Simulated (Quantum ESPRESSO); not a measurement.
# TiTe2 (P-3m1) in Quantum ESPRESSO: further runs

The runs below take TiTe2 through band structure, with LDA, r2SCAN.

Program: Quantum ESPRESSO 7.5. These are calculated values, not measurements. Logs are shortened: lines on timing, memory, paths and dates and some standing lists are left out, and cuts for length are marked.

## (1) Starting point

The structure is trigonal, space group P-3m1 (No. 164). The conventional cell has a = 3.777 Å, b = 3.777 Å, c = 6.498 Å, α = 90.00°, β = 90.00°, γ = 120.00°. Around Te (site symmetry 3m) lie 3 Ti at 2.77 Å. Ti (site symmetry -3m) is surrounded by 6 Te at 2.77 Å.

## (2) Band structure, LDA

Input file pw.in:

```
&CONTROL
  calculation = 'scf'
  prefix = 'pwscf'
  outdir = './tmp'
  pseudo_dir = './pseudo'
  tprnfor = .true.
  tstress = .true.
  disk_io = 'low'
/
&SYSTEM
  ibrav = 0
  celldm(1) = 8
  nat = 3
  ntyp = 2
  ecutwfc = 45
  ecutrho = 360
  nbnd = 19
  occupations = 'smearing'
  smearing = 'fd'
  degauss = 0.00367493
/
&ELECTRONS
  conv_thr = 6d-10
  electron_maxstep = 120
  mixing_beta = 0.5
/
ATOMIC_SPECIES
Te   127.6000 te_lda_v1.uspp.F.UPF
Ti    47.8670 ti_lda_v1.4.uspp.F.UPF
CELL_PARAMETERS alat
  0.8921869465889   0.0000000000000   0.0000000000000
 -0.4460934732945   0.7726565606724   0.0000000000000
  0.0000000000000   0.0000000000000   1.5349300447273
ATOMIC_POSITIONS crystal
Te     0.3333333333    0.6666666667    0.7372000000
Te     0.6666666667    0.3333333333    0.2628000000
Ti     0.0000000000    0.0000000000    0.0000000000
K_POINTS automatic
8 8 4 0 0 0
```

Input file bands.in:

```
&CONTROL
  calculation = 'bands'
  prefix = 'pwscf'
  outdir = './tmp'
  pseudo_dir = './pseudo'
  disk_io = 'low'
  verbosity = 'high'
/
&SYSTEM
  ibrav = 0
  celldm(1) = 8
  nat = 3
  ntyp = 2
  ecutwfc = 45
  ecutrho = 360
  nbnd = 19
  occupations = 'smearing'
  smearing = 'fd'
  degauss = 0.00367493
/
&ELECTRONS
  conv_thr = 1d-08
  electron_maxstep = 120
  mixing_beta = 0.5
  diago_full_acc = .true.
  startingwfc = 'random'
/
ATOMIC_SPECIES
Te   127.6000 te_lda_v1.uspp.F.UPF
Ti    47.8670 ti_lda_v1.4.uspp.F.UPF
CELL_PARAMETERS alat
  0.8921869465889   0.0000000000000   0.0000000000000
 -0.4460934732945   0.7726565606724   0.0000000000000
  0.0000000000000   0.0000000000000   1.5349300447273
ATOMIC_POSITIONS crystal
Te     0.3333333333    0.6666666667    0.7372000000
Te     0.6666666667    0.3333333333    0.2628000000
Ti     0.0000000000    0.0000000000    0.0000000000
K_POINTS crystal
60
 0.0000000000  0.0000000000  0.0000000000 1
 0.0625000000  0.0000000000  0.0000000000 1
 0.1250000000  0.0000000000  0.0000000000 1
 0.1875000000  0.0000000000  0.0000000000 1
 0.2500000000  0.0000000000  0.0000000000 1
 0.3125000000  0.0000000000  0.0000000000 1
 0.3750000000  0.0000000000  0.0000000000 1
 0.4375000000  0.0000000000  0.0000000000 1
 0.5000000000  0.0000000000  0.0000000000 1
 0.4583333333  0.0833333333  0.0000000000 1
 0.4166666667  0.1666666667  0.0000000000 1
 0.3750000000  0.2500000000  0.0000000000 1
 0.3333333333  0.3333333333  0.0000000000 1
 0.2962962963  0.2962962963  0.0000000000 1
 0.2592592593  0.2592592593  0.0000000000 1
 0.2222222222  0.2222222222  0.0000000000 1
 0.1851851852  0.1851851852  0.0000000000 1
 0.1481481481  0.1481481481  0.0000000000 1
 0.1111111111  0.1111111111  0.0000000000 1
 0.0740740741  0.0740740741  0.0000000000 1
 0.0370370370  0.0370370370  0.0000000000 1
 0.0000000000  0.0000000000  0.0000000000 1
 0.0000000000  0.0000000000  0.1250000000 1
 0.0000000000  0.0000000000  0.2500000000 1
 0.0000000000  0.0000000000  0.3750000000 1
 0.0000000000  0.0000000000  0.5000000000 1
 0.0625000000  0.0000000000  0.5000000000 1
 0.1250000000  0.0000000000  0.5000000000 1
 0.1875000000  0.0000000000  0.5000000000 1
 0.2500000000  0.0000000000  0.5000000000 1
 0.3125000000  0.0000000000  0.5000000000 1
 0.3750000000  0.0000000000  0.5000000000 1
 0.4375000000  0.0000000000  0.5000000000 1
 0.5000000000  0.0000000000  0.5000000000 1
 0.4666666667  0.0666666667  0.5000000000 1
 0.4333333333  0.1333333333  0.5000000000 1
 0.4000000000  0.2000000000  0.5000000000 1
 0.3666666667  0.2666666667  0.5000000000 1
 0.3333333333  0.3333333333  0.5000000000 1
 0.3030303030  0.3030303030  0.5000000000 1
 0.2727272727  0.2727272727  0.5000000000 1
 0.2424242424  0.2424242424  0.5000000000 1
 0.2121212121  0.2121212121  0.5000000000 1
 0.1818181818  0.1818181818  0.5000000000 1
 0.1515151515  0.1515151515  0.5000000000 1
 0.1212121212  0.1212121212  0.5000000000 1
 0.0909090909  0.0909090909  0.5000000000 1
 0.0606060606  0.0606060606  0.5000000000 1
 0.0303030303  0.0303030303  0.5000000000 1
 0.0000000000  0.0000000000  0.5000000000 1
 0.5000000000  0.0000000000  0.5000000000 1
 0.5000000000  0.0000000000  0.3750000000 1
 0.5000000000  0.0000000000  0.2500000000 1
 0.5000000000  0.0000000000  0.1250000000 1
 0.5000000000  0.0000000000  0.0000000000 1
 0.3333333333  0.3333333333  0.0000000000 1
 0.3333333333  0.3333333333  0.1250000000 1
 0.3333333333  0.3333333333  0.2500000000 1
 0.3333333333  0.3333333333  0.3750000000 1
 0.3333333333  0.3333333333  0.5000000000 1
```

Potentials or basis: GBRV 1.5 LDA.

The run is started by

```
$ OMP_NUM_THREADS=1 mpirun -n 2 pw.x -nk 2 -in pw.in > pw.out
$ OMP_NUM_THREADS=1 mpirun -n 2 pw.x -nk 2 -in bands.in > bands.out
```

pw.out:

```text
This program is part of the open-source Quantum ESPRESSO suite
     for quantum simulation of materials; please cite
         "P. Giannozzi et al., J. Phys.:Condens. Matter 21 395502 (2009);
         "P. Giannozzi et al., J. Phys.:Condens. Matter 29 465901 (2017);
         "P. Giannozzi et al., J. Chem. Phys. 152 154105 (2020);
     in publications or presentations arising from this work. More details at

     Message from routine setup:
     using ibrav=0 with symmetry is DISCOURAGED, use correct ibrav instead

     K-points division:     npool     =       2
     Subspace diagonalization in iterative solution of the eigenvalue problem:
     a serial algorithm will be used

     G-vector sticks info
     --------------------
     sticks:   dense  smooth     PW     G-vecs:    dense   smooth      PW
     Sum        1261     637    187                62475    22097    3599

     Using Slab Decomposition

     bravais-lattice index     =            0
     lattice parameter (alat)  =       8.0000  a.u.
     unit-cell volume          =     541.7525 (a.u.)^3
     number of atoms/cell      =            3
     number of atomic types    =            2
     number of electrons       =        24.00
     number of Kohn-Sham states=           19
     kinetic-energy cutoff     =      45.0000  Ry
     charge density cutoff     =     360.0000  Ry
     scf convergence threshold =      6.0E-10
     mixing beta               =       0.5000
     number of iterations used =            8  plain     mixing
     Exchange-correlation=  SLA  PZ   NOGX NOGC
                           (   1   1   0   0   0   0   0)

     celldm(1)=   8.000000  celldm(2)=   0.000000  celldm(3)=   0.000000
     celldm(4)=   0.000000  celldm(5)=   0.000000  celldm(6)=   0.000000

     crystal axes: (cart. coord. in units of alat)
               a(1) = (   0.892187   0.000000   0.000000 )
               a(2) = (  -0.446093   0.772657   0.000000 )
               a(3) = (   0.000000   0.000000   1.534930 )

     reciprocal axes: (cart. coord. in units 2 pi/alat)
               b(1) = (  1.120841  0.647118 -0.000000 )
               b(2) = (  0.000000  1.294236  0.000000 )
               b(3) = (  0.000000 -0.000000  0.651495 )

     PseudoPot. # 1 for Te read from file:
     te_lda_v1.uspp.F.UPF
     Pseudo is Ultrasoft + core correction, Zval =  6.0
     Generated by new atomic code, or converted to UPF format
     Using radial grid of  891 points,  5 beta functions with:
                l(1) =   0
                l(2) =   0
                l(3) =   1
                l(4) =   1
                l(5) =   2
     Q(r) pseudized with  6 coefficients,  rinner =    1.800   1.800   1.800
                                                       1.800   1.800

     PseudoPot. # 2 for Ti read from file:
     ti_lda_v1.4.uspp.F.UPF
     Pseudo is Ultrasoft + core correction, Zval = 12.0
     Generated by new atomic code, or converted to UPF format
     Using radial grid of  851 points,  6 beta functions with:
                l(1) =   0
                l(2) =   0
                l(3) =   1
                l(4) =   1
                l(5) =   2
                l(6) =   2
     Q(r) pseudized with  6 coefficients,  rinner =    1.000   1.000   1.000
                                                       1.000   1.000

     atomic species   valence    mass     pseudopotential
     Te                6.00   127.60000     Te( 1.00)
     Ti               12.00    47.86700     Ti( 1.00)

     12 Sym. Ops., with inversion, found

   Cartesian axes

     site n.     atom                  positions (alat units)
         1        Te     tau(   1) = (  -0.0000000   0.5151044   1.1315504  )
         2        Te     tau(   2) = (   0.4460935   0.2575522   0.4033796  )
         3        Ti     tau(   3) = (   0.0000000   0.0000000   0.0000000  )

     number of k points=    35  Fermi-Dirac smearing, width (Ry)=  0.0037
                       cart. coord. in units 2pi/alat
        k(    1) = (   0.0000000   0.0000000   0.0000000), wk =   0.0078125
        k(    2) = (   0.0000000   0.0000000   0.1628739), wk =   0.0156250
        k(    3) = (   0.0000000   0.0000000  -0.3257477), wk =   0.0078125
        k(    4) = (   0.0000000   0.1617795   0.0000000), wk =   0.0468750
        k(    5) = (   0.0000000   0.1617795   0.1628739), wk =   0.0468750
        k(    6) = (   0.0000000   0.1617795  -0.3257477), wk =   0.0468750
[... 27 lines left out ...]
        k(   34) = (  -0.1401052   0.4044488  -0.1628739), wk =   0.0937500
        k(   35) = (  -0.1401052   0.5662283  -0.1628739), wk =   0.0937500

     Dense  grid:    62475 G-vectors     FFT dimensions: (  45,  45,  75)

     Smooth grid:    22097 G-vectors     FFT dimensions: (  32,  32,  54)

     Check: negative core charge=   -0.000002

     Initial potential from superposition of free atoms

     starting charge      22.9996, renormalised to      24.0000

     negative rho (up, down):  6.666E-04 0.000E+00
     Starting wfcs are   18 randomized atomic wfcs +    1 random wfcs

     Self-consistent Calculation

     iteration #  1     ecut=    45.00 Ry     beta= 0.50
     Davidson diagonalization with overlap
     ethr =  1.00E-02,  avg # of iterations =  4.9

     negative rho (up, down):  4.346E-04 0.000E+00

     total energy              =    -171.96732210 Ry
     estimated scf accuracy    <       0.92771856 Ry

     iteration #  2     ecut=    45.00 Ry     beta= 0.50
     Davidson diagonalization with overlap
     ethr =  3.87E-03,  avg # of iterations =  2.7
[... 37 lines left out ...]
     negative rho (up, down):  4.647E-04 0.000E+00

     total energy              =    -172.47846193 Ry
     estimated scf accuracy    <       0.00012692 Ry

     iteration #  7     ecut=    45.00 Ry     beta= 0.50
     Davidson diagonalization with overlap
     c_bands:  1 eigenvalues not converged
     ethr =  5.29E-07,  avg # of iterations =  7.5

     negative rho (up, down):  4.643E-04 0.000E+00

     total energy              =    -172.47843751 Ry
     estimated scf accuracy    <       0.00042790 Ry

     iteration #  8     ecut=    45.00 Ry     beta= 0.50
     Davidson diagonalization with overlap
     ethr =  5.29E-07,  avg # of iterations =  1.4
[... 33 lines left out ...]
     iteration # 12     ecut=    45.00 Ry     beta= 0.50
     Davidson diagonalization with overlap
     ethr =  3.04E-12,  avg # of iterations =  2.9

     negative rho (up, down):  4.642E-04 0.000E+00

     End of self-consistent calculation

          k = 0.0000 0.0000 0.0000 (  2793 PWs)   bands (ev):

   -49.2318 -25.7912 -25.7912 -25.7624  -4.8038  -3.3180   2.4277   5.9841
     5.9841   7.9592   8.0266   8.0266   8.2281   8.7143   8.7143  10.6915
    10.6915  12.7122  13.4038

          k = 0.0000 0.0000 0.1629 (  2774 PWs)   bands (ev):

   -49.2318 -25.7912 -25.7912 -25.7624  -4.6435  -3.6074   3.0607   6.0157
     6.0157   6.6120   8.0187   8.0187   8.5518   8.5518   8.5701  10.9229
    10.9229  12.9088  14.3349
[... 55 lines left out ...]
          k = 0.0000 0.4853-0.3257 (  2766 PWs)   bands (ev):

   -49.2291 -25.8286 -25.7999 -25.7541  -3.2767  -3.1072   3.1977   3.4603
     5.3645   5.7586   6.3406   7.0286   7.5635   8.8788   9.0821  10.2612
    10.4633  12.3151  12.5230

          k = 0.0000-0.6471 0.0000 (  2758 PWs)   bands (ev):

   -49.2286 -25.8350 -25.8014 -25.7527  -3.0676  -2.8818   2.7166   3.9899
     4.9544   5.2386   5.9143   6.5452   7.6398   8.7739   9.0850  10.0367
    11.0111  12.9560  13.2246

          k = 0.0000-0.6471 0.1629 (  2768 PWs)   bands (ev):

   -49.2286 -25.8350 -25.8014 -25.7527  -3.0814  -2.8517   2.6616   3.4997
     5.0781   5.7522   5.9852   6.8240   7.5804   8.7732   9.0781  10.4330
    10.6113  12.0033  12.8263

          k = 0.0000-0.6471-0.3257 (  2760 PWs)   bands (ev):

   -49.2286 -25.8350 -25.8014 -25.7527  -3.0918  -2.8247   2.6513   3.1298
     5.2478   5.6458   6.6962   7.0658   7.3519   8.7721   9.0665  10.2500
    11.1525  11.7160  12.2034

          k = 0.1401 0.2427 0.0000 (  2777 PWs)   bands (ev):

   -49.2305 -25.8079 -25.7960 -25.7585  -4.3102  -3.0809   3.0447   4.9970
     5.7948   5.9580   6.6980   7.4964   7.9739   8.7869   9.0356  10.1494
    10.7813  14.6593  14.6621
[... 97 lines left out ...]
          k = 0.0000 0.4853-0.1629 (  2747 PWs)   bands (ev):

   -49.2291 -25.8286 -25.7999 -25.7541  -3.4741  -2.8774   3.0894   3.7206
     4.7948   5.7914   6.7762   6.9553   7.4969   8.8230   9.2575   9.9526
    10.4972  12.1526  12.6737

          k =-0.1401 0.4044-0.1629 (  2765 PWs)   bands (ev):

   -49.2294 -25.8218 -25.8012 -25.7551  -3.6533  -2.9920   3.5465   4.0866
     4.8407   5.6244   6.2510   6.8229   7.9547   8.8763   9.2424   9.6497
    10.5369  13.0085  13.9995

          k =-0.1401 0.5662-0.1629 (  2761 PWs)   bands (ev):

   -49.2286 -25.8315 -25.8049 -25.7527  -3.1580  -2.7824   2.8990   3.6117
     4.9710   5.4359   5.9898   6.2921   8.0132   8.8499   9.1042   9.8669
    10.4137  12.6958  13.6338

     the Fermi energy is     7.6191 ev

!    total energy              =    -172.47845803 Ry
     estimated scf accuracy    <          3.9E-11 Ry
     smearing contrib. (-TS)   =      -0.00087394 Ry
     internal energy E=F+TS    =    -172.47758408 Ry

     The total energy is F=E-TS. E is the sum of the following terms:
     one-electron contribution =     -81.11227893 Ry
     hartree contribution      =      48.26279918 Ry
     xc contribution           =     -46.72360358 Ry
     ewald contribution        =     -92.90450075 Ry

     convergence has been achieved in  12 iterations

     negative rho (up, down):  4.642E-04 0.000E+00

     Forces acting on atoms (cartesian axes, Ry/au):

     atom    1 type  1   force =    -0.00000000   -0.00000000    0.01092545
     atom    2 type  1   force =     0.00000000    0.00000000   -0.01092545
     atom    3 type  2   force =    -0.00000000    0.00000000    0.00000000

     Total force =     0.015451     Total SCF correction =     0.000009

     Computing stress (Cartesian axis) and pressure

     negative rho (up, down):  4.642E-04 0.000E+00
          total   stress  (Ry/bohr**3)                   (kbar)     P=      -39.75
  -0.00027429  -0.00000000   0.00000000          -40.35       -0.00        0.00
  -0.00000000  -0.00027429   0.00000000           -0.00      -40.35        0.00
   0.00000000   0.00000000  -0.00026205            0.00        0.00      -38.55

=------------------------------------------------------------------------------=
   JOB DONE.
=------------------------------------------------------------------------------=
```

It took 1.7 min on 2 MPI ranks of AMD EPYC (Zen 3), shared host; peak memory 0.36 GiB.

What came out:

```yaml
Free_energy: -2346.6890 eV
Pressure: -4.0 GPa
Largest_force: 0.281 eV/Å
Band_gap_on_the_k_mesh: none (metal or under the smearing width)
```

Forces in eV/Å, atoms in the order of the input:
```
Te   0.000  0.000  0.281
Te   0.000  0.000 -0.281
Ti   0.000  0.000  0.000
```

Levels at the corners of the path, in eV from the Fermi level:
| point | band 9 | band 10 | band 11 | band 12 | band 13 | band 14 | band 15 | band 16 |
| --- | --- | --- | --- | --- | --- | --- | --- | --- |
| Γ | -1.64 | 0.34 | 0.41 | 0.41 | 0.61 | 1.10 | 1.10 | 3.07 |
| M | -2.66 | -2.38 | -1.70 | -1.07 | 0.02 | 1.15 | 1.47 | 2.42 |
| K | -3.62 | -2.31 | -2.30 | -2.30 | 0.97 | 1.43 | 1.43 | 2.09 |
| Γ | -1.64 | 0.34 | 0.41 | 0.41 | 0.61 | 1.10 | 1.10 | 3.07 |
| A | -1.57 | -1.57 | 0.39 | 0.39 | 0.79 | 0.79 | 1.02 | 3.53 |
| L | -2.37 | -1.97 | -0.92 | -0.55 | -0.27 | 1.15 | 1.45 | 2.63 |
| H | -3.66 | -3.18 | -1.66 | -1.66 | 0.97 | 0.99 | 0.99 | 3.05 |
| A | -1.57 | -1.57 | 0.39 | 0.39 | 0.79 | 0.79 | 1.02 | 3.53 |
| L | -2.37 | -1.97 | -0.92 | -0.55 | -0.27 | 1.15 | 1.45 | 2.63 |
| M | -2.66 | -2.38 | -1.70 | -1.07 | 0.02 | 1.15 | 1.47 | 2.42 |
| K | -3.62 | -2.31 | -2.30 | -2.30 | 0.97 | 1.43 | 1.43 | 2.09 |
| H | -3.66 | -3.18 | -1.66 | -1.66 | 0.97 | 0.99 | 0.99 | 3.05 |

Caveat: spin-orbit coupling is left out, which moves the levels of the heavy elements.

[end of part 1 of 2]
